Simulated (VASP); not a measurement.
# Ni (Fm-3m) in VASP: notebook

One crystal, Ni, is run at these levels: PBEsol; tasks: single point.

All numbers are computed with VASP 6.6.1; they aren't measurements. Logs are shortened: lines on timing, memory, paths and dates and some standing lists are left out, and cuts for length are marked.

## Step 1: The undisturbed crystal

It takes space group Fm-3m (No. 225, cubic). Conventional cell: a = 3.524 Å, b = 3.524 Å, c = 3.524 Å, α = 90.00°, β = 90.00°, γ = 90.00°. Ni (site symmetry m-3m) is surrounded by 12 Ni at 2.49 Å.

## Step 2: Single point, PBEsol, collinear spin, ferromagnetic start (a relaxed cell with its volume scaled by 0.94)

The input, INCAR:

```
SYSTEM = Ni
ALGO = Normal
EDIFF = 1E-7
ENCUT = 520
GGA = PS
ISIF = 2
ISMEAR = 0
ISPIN = 2
LASPH = .True.
LCHARG = .False.
LMAXMIX = 4
LORBIT = 11
LREAL = .False.
LWAVE = .False.
MAGMOM = 0.8
NBANDS = 15
NELM = 150
PREC = Accurate
SIGMA = 0.1
```

The input, KPOINTS:

```
k-points
0
Gamma
  20 20 20
  0 0 0
```

The input, POSCAR:

```
Ni                                      
1.0
    0.0000000000      1.6960533911      1.6960533911
    1.6960533911     -0.0000000000      1.6960533911
    1.6960533911      1.6960533911     -0.0000000000
  Ni            
     1
Direct
     0.0000000000000000    0.0000000000000000    0.0000000000000000
```

Potentials or basis: VASP PAW PBE potentials, release 64 (Ni).

The run is started by

```sh
$ cat potpaw_PBE.64/Ni/POTCAR > POTCAR
$ mpirun -np 1 vasp_std > vasp.out
```

OUTCAR:

```text
SYSTEM = Ni
   EDIFF = 1E-7
   ENCUT = 520
   GGA = PS
   ISIF = 2
   ISMEAR = 0
   ISPIN = 2
   LASPH = .True.
   LORBIT = 11
   LREAL = .False.
   NELM = 150
   PREC = Accurate

 ion  position               nearest neighbor table
   1  0.000  0.000  0.000-

  LATTYP: Found a face centered cubic cell.
 ALAT       =     3.3921067822

  Lattice vectors:

 A1 = (   0.0000000000,   1.6960533911,   1.6960533911)
 A2 = (   1.6960533911,   0.0000000000,   1.6960533911)
 A3 = (   1.6960533911,   1.6960533911,   0.0000000000)

Analysis of symmetry for initial positions (statically):
=====================================================================
 Subroutine PRICEL returns:
 Original cell was already a primitive cell.

 Routine SETGRP: Setting up the symmetry group for a
 face centered cubic supercell.

 Subroutine GETGRP returns: Found 48 space group operations
 (whereof 48 operations were pure point group operations)
 out of a pool of 48 trial point group operations.

The static configuration has the point symmetry O_h .

Analysis of symmetry for dynamics (positions and initial velocities):
=====================================================================
 Subroutine PRICEL returns:
 Original cell was already a primitive cell.

 Routine SETGRP: Setting up the symmetry group for a
 face centered cubic supercell.

 Subroutine GETGRP returns: Found 48 space group operations
 (whereof 48 operations were pure point group operations)
 out of a pool of 48 trial point group operations.

The dynamic configuration has the point symmetry O_h .

Analysis of structural, dynamic, and magnetic symmetry:
=====================================================================
 Subroutine PRICEL returns:
 Original cell was already a primitive cell.

 Routine SETGRP: Setting up the symmetry group for a
 face centered cubic supercell.

 Subroutine GETGRP returns: Found 48 space group operations
 (whereof 48 operations were pure point group operations)
 out of a pool of 48 trial point group operations.

The overall configuration has the point symmetry O_h .

 Subroutine INISYM returns: Found 48 space group operations
 (whereof 48 operations are pure point group operations),
 and found     1 'primitive' translations

----------------------------------------------------------------------------------------

                                     Primitive cell

[... 126 lines left out ...]

 number of electron      10.0000000 magnetization       0.8000000

 number of electron       9.9999997 magnetization       0.6135966

 Free energy of the ion-electron system (eV)
  ---------------------------------------------------
  ext. energy  EPLUGINS =         0.00000000
  ---------------------------------------------------
  free energy    TOTEN  =        -6.10992099 eV

  energy without entropy =       -6.10209969  energy(sigma->0) =       -6.10601034

 E-fermi :  10.8175     XC(G=0): -14.0948

 val. band max:       10.8159230435   @ k =   0.4500   0.1500   0.0500
 cond. band min:      10.8210907609   @ k =   0.3500   0.2500   0.0500
 fundamental gap:      0.0051677175
 Fermi energy:        10.8174582300

 spin component 1

 k-point     1 :       0.0000    0.0000    0.0000
  band No.  band energies     occupation
      1       0.9693      1.00000
      2       8.0953      1.00000
      3       8.0953      1.00000
      4       8.0953      1.00000
      5       9.4587      1.00000
      6       9.4587      1.00000
      7      35.4290      0.00000
      8      40.1347      0.00000
      9      40.1347      0.00000
     10      40.1347      0.00000
     11      43.4869      0.00000
     12      43.4869      0.00000
     13      43.4869      0.00000
     14      46.1950      0.00000
[... 403 lines left out ...]
      4       8.3369      1.00000
      5       9.8678      1.00000
      6      10.2680      1.00000
      7      20.8427      0.00000
      8      33.6418      0.00000
      9      36.4193      0.00000
     10      38.7570      0.00000
     11      40.5335      0.00000
     12      42.5030      0.00000
     13      47.2343      0.00000
     14      54.3724      0.00000
     15      54.9411      0.00000

 [... further k-points ...]

 spin component 2

 k-point     1 :       0.0000    0.0000    0.0000
  band No.  band energies     occupation
      1       0.9675      1.00000
      2       8.8020      1.00000
      3       8.8020      1.00000
      4       8.8020      1.00000
      5      10.0606      1.00000
      6      10.0606      1.00000
      7      35.3344      0.00000
      8      40.1326      0.00000
      9      40.1326      0.00000
     10      40.1326      0.00000
     11      43.6197      0.00000
     12      43.6197      0.00000
     13      43.6197      0.00000
     14      46.1182      0.00000
[... 403 lines left out ...]
      4       8.8573      1.00000
      5      10.5777      0.99965
      6      10.9474      0.03311
      7      21.1120      0.00000
      8      33.6267      0.00000
      9      36.4737      0.00000
     10      38.8724      0.00000
     11      40.6057      0.00000
     12      42.5597      0.00000
     13      47.3400      0.00000
     14      54.4759      0.00000
     15      55.7614      0.00000

 [... further k-points ...]

------------------------ aborting loop because EDIFF is reached ----------------------------------------

  FORCE on cell =-STRESS in cart. coord.  units (eV):
  Direction    XX          YY          ZZ          XY          YZ          ZX
  --------------------------------------------------------------------------------------
  -------------------------------------------------------------------------------------
  Total        0.9988277      0.9988277      0.9988277      0.0000000      0.0000000     -0.0000000
  in kB      164.0033154    164.0033154    164.0033154      0.0000000      0.0000000     -0.0000000
  external PRESSURE =     164.0033154 kB  Pullay stress =       0.0000000 kB

 VOLUME and BASIS-vectors are now :
 -----------------------------------------------------------------------------
  energy-cutoff  :      520.00
  volume of cell :        9.76
      direct lattice vectors                 reciprocal lattice vectors
     0.000000000  1.696053391  1.696053391    -0.294802040  0.294802040  0.294802040
     1.696053391  0.000000000  1.696053391     0.294802040 -0.294802040  0.294802040
     1.696053391  1.696053391  0.000000000     0.294802040  0.294802040 -0.294802040

 POSITION                                       TOTAL-FORCE (eV/Angst)
 -----------------------------------------------------------------------------------
      0.00000      0.00000      0.00000         0.000000      0.000000     -0.000000
 -----------------------------------------------------------------------------------
    total drift:                                0.000000      0.000000     -0.000000

  FREE ENERGIE OF THE ION-ELECTRON SYSTEM (eV)
  ---------------------------------------------------
  free  energy   TOTEN  =        -6.1099209871 eV

  energy  without entropy=       -6.1020996925  energy(sigma->0) =       -6.10601034

 total charge

# of ion       s       p       d       tot
------------------------------------------
    1        0.551   0.609   8.371   9.532

 magnetization (x)

# of ion       s       p       d       tot
------------------------------------------
    1       -0.006  -0.024   0.644   0.614
```

Wall time 36 s (1 thread of Intel Xeon 6975P-C (Granite Rapids), shared host); peak memory 0.17 GiB.

What came out:

- Free energy: -6.1099 eV
- Pressure: 16.4 GPa
- Band gap on the k mesh: none (metal or under the smearing width)
- Net moment: 0.61 μB per cell
- Site moments: Ni +0.61 μB
- Valence electrons inside the program's atomic spheres: Ni 9.53

Caveat: so large a pressure means that the cell lies far from this level's equilibrium, or that cutoff or potentials fall short; the potentials were made for another functional, which shifts forces and pressure.

## Step 3: Single point, PBEsol, collinear spin, ferromagnetic start (a relaxed cell with its volume scaled by 1.06)

INCAR is that of step 2.

KPOINTS is that of step 2.

The input, POSCAR:

```
Ni                                      
1.0
    0.0000000000      1.7653555616      1.7653555616
    1.7653555616     -0.0000000000      1.7653555616
    1.7653555616      1.7653555616     -0.0000000000
  Ni            
     1
Direct
     0.0000000000000000    0.0000000000000000    0.0000000000000000
```

Potentials or basis: VASP PAW PBE potentials, release 64 (Ni).

The run is started by

```sh
$ cat potpaw_PBE.64/Ni/POTCAR > POTCAR
$ mpirun -np 1 vasp_std > vasp.out
```

It took 47 s on 1 thread of Intel Xeon 6975P-C (Granite Rapids), shared host; peak memory 0.18 GiB.

It converged, with:

```
Free energy                                           : -6.1163 eV
Pressure                                              : -11.5 GPa
Band gap on the k mesh                                : none (metal or under the smearing width)
Net moment                                            : 0.63 μB per cell
Site moments                                          : Ni +0.64 μB
Valence electrons inside the program's atomic spheres : Ni 9.29
```

Levels at points of the mesh, in eV from the Fermi level:
Spin up:
| k point | band 2 | band 3 | band 4 | band 5 | band 6 | band 7 | band 8 | band 9 |
| --- | --- | --- | --- | --- | --- | --- | --- | --- |
| (0.00, 0.00, 0.00) | -2.40 | -2.40 | -2.40 | -1.25 | -1.25 | 23.60 | 27.35 | 27.35 |
| (0.50, 0.00, 0.00) | -2.39 | -2.39 | -0.60 | -0.60 | -0.32 | 5.56 | 22.10 | 24.41 |
| (0.50, 0.50, 0.00) | -4.14 | -0.55 | -0.47 | -0.47 | 2.39 | 9.09 | 14.66 | 14.66 |
Spin down:
```csv
k point,band 1,band 2,band 3,band 4,band 5,band 6,band 7,band 8,band 9,band 10
"(0.00, 0.00, 0.00)",-9.00,-1.67,-1.67,-1.67,-0.64,-0.64,23.48,27.35,27.35,27.35
"(0.50, 0.00, 0.00)",-4.37,-1.76,-1.76,-0.36,0.15,0.15,5.98,21.99,24.50,24.50
"(0.50, 0.50, 0.00)",-4.23,-3.54,0.09,0.37,0.37,2.37,9.35,14.68,14.68,19.74
```

Caveat: the PAW data sets were made with another functional, which shifts forces and pressure a little.

## Step 4: Single point, PBEsol, collinear spin, ferromagnetic start (a relaxed cell with its volume scaled by 0.91)

INCAR is that of step 3.

KPOINTS is that of step 3.

The input, POSCAR:

```
Ni                                      
1.0
    0.0000000000      1.6778148443      1.6778148443
    1.6778148443     -0.0000000000      1.6778148443
    1.6778148443      1.6778148443     -0.0000000000
  Ni            
     1
Direct
     0.0000000000000000    0.0000000000000000    0.0000000000000000
```

The run is started by

```sh
$ cat potpaw_PBE.64/Ni/POTCAR > POTCAR
$ mpirun -np 1 vasp_std > vasp.out
```

Run time: 35 s. Hardware: 1 thread of Intel Xeon 6975P-C (Granite Rapids), shared host; peak memory 0.16 GiB.

Results (log left out):

```yaml
Free_energy: -6.0680 eV
Pressure: 27.0 GPa
Band_gap_on_the_k_mesh: none (metal or under the smearing width)
Net_moment: 0.61 μB per cell
Site_moments: Ni +0.61 μB
Valence_electrons_inside_the_program's_atomic_spheres: Ni 9.61
```

Levels at points of the mesh, in eV from the Fermi level:
Spin up:
```tsv
k point	band 3	band 4	band 5	band 6	band 7	band 8
(0.00, 0.00, 0.00)	-2.82	-2.82	-1.39	-1.39	24.88	29.85
(0.50, 0.00, 0.00)	-2.83	-0.61	-0.55	-0.55	6.73	23.30
(0.50, 0.50, 0.00)	-0.51	-0.37	-0.37	2.49	10.53	16.13
```
Spin down:
```csv
k point,band 2,band 3,band 4,band 5,band 6,band 7,band 8,band 9
"(0.00, 0.00, 0.00)",-2.12,-2.12,-2.12,-0.79,-0.79,24.79,29.85,29.85
"(0.50, 0.00, 0.00)",-2.23,-2.23,-0.63,0.18,0.18,7.16,23.22,27.26
"(0.50, 0.50, 0.00)",-4.45,0.12,0.45,0.45,2.50,10.81,16.17,16.17
```

Caveat: so large a pressure means that the cell lies far from this level's equilibrium, or that cutoff or potentials fall short; the potentials were made for another functional, which shifts forces and pressure.

## Step 5: Single point, PBEsol, collinear spin, ferromagnetic start (a relaxed cell with its volume scaled by 1.09)

INCAR is that of step 4.

KPOINTS is that of step 4.

The input, POSCAR:

```
Ni                                      
1.0
    0.0000000000      1.7818551681      1.7818551681
    1.7818551681     -0.0000000000      1.7818551681
    1.7818551681      1.7818551681     -0.0000000000
  Ni            
     1
Direct
     0.0000000000000000    0.0000000000000000    0.0000000000000000
```

The run is started by

```sh
$ cat potpaw_PBE.64/Ni/POTCAR > POTCAR
$ mpirun -np 1 vasp_std > vasp.out
```

Wall time 45 s (1 thread of Intel Xeon 6975P-C (Granite Rapids), shared host); peak memory 0.18 GiB.

It converged, with:

```yaml
Free_energy: -6.0896 eV
Pressure: -15.9 GPa
Band_gap_on_the_k_mesh: none (metal or under the smearing width)
Net_moment: 0.64 μB per cell
Site_moments: Ni +0.65 μB
Valence_electrons_inside_the_program's_atomic_spheres: Ni 9.24
```

Levels at points of the mesh, in eV from the Fermi level:
Spin up:
```csv
k point,band 2,band 3,band 4,band 5,band 6,band 7,band 8,band 9
"(0.00, 0.00, 0.00)",-2.34,-2.34,-2.34,-1.23,-1.23,23.36,26.90,26.90
"(0.50, 0.00, 0.00)",-2.32,-2.32,-0.61,-0.61,-0.27,5.36,21.88,23.93
"(0.50, 0.50, 0.00)",-4.01,-0.56,-0.49,-0.49,2.37,8.85,14.41,14.41
```
Spin down:
| k point | band 1 | band 2 | band 3 | band 4 | band 5 | band 6 | band 7 | band 8 | band 9 | band 10 |
| --- | --- | --- | --- | --- | --- | --- | --- | --- | --- | --- |
| (0.00, 0.00, 0.00) | -8.81 | -1.60 | -1.60 | -1.60 | -0.61 | -0.61 | 23.24 | 26.90 | 26.90 | 26.90 |
| (0.50, 0.00, 0.00) | -4.22 | -1.69 | -1.69 | -0.31 | 0.15 | 0.15 | 5.78 | 21.76 | 24.02 | 24.02 |
| (0.50, 0.50, 0.00) | -4.07 | -3.40 | 0.09 | 0.35 | 0.35 | 2.35 | 9.11 | 14.42 | 14.42 | 19.39 |

Caveat: so large a pressure means that the cell lies far from this level's equilibrium, or that cutoff or potentials fall short; the potentials were made for another functional, which shifts forces and pressure.

## Step 6: Overview

| cell | gap on the mesh (eV) | pressure (GPa) | moment (μB) |
| --- | --- | --- | --- |
| a relaxed cell with its volume scaled by 0.94 | none | 16.4 | 0.61 |
| a relaxed cell with its volume scaled by 1.06 | none | -11.5 | 0.63 |
| a relaxed cell with its volume scaled by 0.91 | none | 27.0 | 0.61 |
| a relaxed cell with its volume scaled by 1.09 | none | -15.9 | 0.64 |

Alike in all rows: task single point; level PBEsol; potentials or basis VASP PAW PBE potentials, release 64 (Ni); spin collinear, ferromagnetic start; k mesh 20 × 20 × 20; cutoff (eV) 520; smearing gaussian 0.1 eV.

Caveats: so large a pressure means that the cell lies far from this level's equilibrium, or that cutoff or potentials fall short (some runs); the potentials were made for another functional, which shifts forces and pressure (some runs); the PAW data sets were made with another functional, which shifts forces and pressure a little (some runs).

Total energies depend on the potentials used, so only differences within one code and one set of settings carry meaning.
